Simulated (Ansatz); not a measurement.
# HfO2 in Ansatz: the effect of functional

Crystal: HfO2.

```
Hf O
1.0
     5.21946    0.00000    0.00000
     0.00000    5.00476    0.00000
     0.00000    0.00000    5.03269
Hf O
4 8
Direct
  0.96699 0.73252 0.74144
  0.53301 0.73252 0.24144
  0.46699 0.26748 0.74144
  0.03301 0.26748 0.24144
  0.63213 0.92865 0.87927
  0.86787 0.92865 0.37927
  0.23395 0.53988 0.49229
  0.26605 0.53988 0.99229
  0.76605 0.46012 0.99229
  0.73395 0.46012 0.49229
  0.13213 0.07135 0.87927
  0.36787 0.07135 0.37927
```

Measurements of this composition are mostly on another form, of space group No. 14.

Alike in all runs:

```yaml
Program: Ansatz 0.2.0
Task: band structure
Potentials_or_basis: Ansatz PAW
k_mesh: 4 × 5 × 4
Occupations: fermi-dirac, width 0.05 eV
Spin: no spin polarisation
```

Task: One run gave: gap on the mesh 4.57 eV; pressure 16.5 GPa; largest force 0.16 eV/Å. Which functional did it use?
A. r2SCAN
B. BLYP
C. RPBE
D. PBEsol
E. revPBE

Result: B.

| functional | cutoff | gap on the mesh (eV) | pressure (GPa) | largest force (eV/Å) |
| --- | --- | --- | --- | --- |
| PBEsol | 420 eV | 4.43 | 1.7 | 0.10 |
| RPBE | 420 eV | 4.62 | 14.9 | 0.14 |
| revPBE | 420 eV | 4.60 | 13.5 | 0.13 |
| BLYP | 420 eV | 4.57 | 16.5 | 0.16 |
| r2SCAN | 500 eV | 5.06 | 4.0 | 0.07 |

Caveats: spin-orbit coupling is left out, which moves the levels of the heavy elements; the PAW data sets come from PBE, with cores solved anew for the run's functional, which leaves a small shift of forces and pressure; the potentials were made for another functional, which shifts forces and pressure (some runs).

A k mesh can miss the band edges.

Not every run made on this cell is shown here.
